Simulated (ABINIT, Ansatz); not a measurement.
Given: the input of a run of ABINIT 10.8.3 (patched build) on Al2Cu (Khatyrkite). 

run.abi

```
# Pseudopotentials
pp_dirpath "./"
pseudos "Cu.upf, Al.upf"

# Structure
acell 3*1.0
rprim
    -5.7324841991     5.7324841991     4.6080971549
     5.7324841991    -5.7324841991     4.6080971549
     5.7324841991     5.7324841991    -4.6080971549
ntypat 2
znucl 29 13
natom 6
typat 1 1 2 2 2 2
xred
     0.2500000000     0.2500000000     0.0000000000
     0.7500000000     0.7500000000     0.0000000000
     0.3419000000     0.1581000000     0.5000000000
     0.8419000000     0.3419000000     0.1838000000
     0.6581000000     0.8419000000     0.5000000000
     0.1581000000     0.6581000000     0.8162000000

# Plane-wave basis
ecut 46.0

# k points
kptopt 1
ngkpt 7 7 7
nshiftk 1
shiftk 0.0 0.0 0.0

# Exchange and correlation
ixc -116133

# Bands and occupations
nband 30
occopt 3
tsmear 0.00183747

# SCF cycle
nstep 100
tolvrs 1.0e-10

# Output
iomode 3
prtwf 0
prtden 0
prteig 0
prtebands 0
enunit 1
```

Potentials or basis: PseudoDojo NC SR PBEsol v0.4.1 standard.

Launch:

```console
$ mpirun --bind-to none -np 4 abinit run.abi > log 2>&1
```

Task: Set up the same calculation for Ansatz 0.2.0. Potentials or basis there: Ansatz PAW, cutoff 420 eV.

Result: As run (cutoffs and basis follow the program's own potentials, and thresholds, step limits or extra output files can differ):

File input.yaml:

```yaml
crystal:
  lattice:
    - [-3.0335, 3.0335, 2.4385]
    - [3.0335, -3.0335, 2.4385]
    - [3.0335, 3.0335, -2.4385]
  atoms:
    - { symbol: Cu, position: [0.25, 0.25, 0.0] }
    - { symbol: Cu, position: [0.75, 0.75, 0.0] }
    - { symbol: Al, position: [0.3419, 0.1581, 0.5] }
    - { symbol: Al, position: [0.8419, 0.3419, 0.1838] }
    - { symbol: Al, position: [0.6581, 0.8419, 0.5] }
    - { symbol: Al, position: [0.1581, 0.6581, 0.8162] }
hamiltonian:
  xc: pbesol
  pseudopotentials: { kind: paw }
kpoints:
  mp_grid: { grid: [7, 7, 7] }
scf:
  occupations: { method: fermi_dirac, width: 0.05 }
output:
  forces: true
  stress: true
  eigenvalues: true
  write_density: true
  write_potential: true
  elf: true
  volumetric_format: npy
```

Potentials or basis: Ansatz PAW.

Run with:

```sh
$ ansatz run input.yaml --threads 1 --pin off --max-ram 3584MiB --backend cpu --events-out ev --progress --plain --runs-dir out
```

Both were run:

|  | ABINIT | Ansatz |
| --- | --- | --- |
| Pressure | -3.7 GPa | -3.5 GPa |
| Largest force | 0.073 eV/Å | 0.069 eV/Å |

Ansatz's pressure holds a Pulay term of +0.06 GPa for its cutoff of 420 eV, which the other run lacks.

Ansatz's potentials were made for PBE.

Where Ansatz's input types no cutoff or centring, it takes its own default and a Γ-centred mesh.

Pressure is positive in compression.
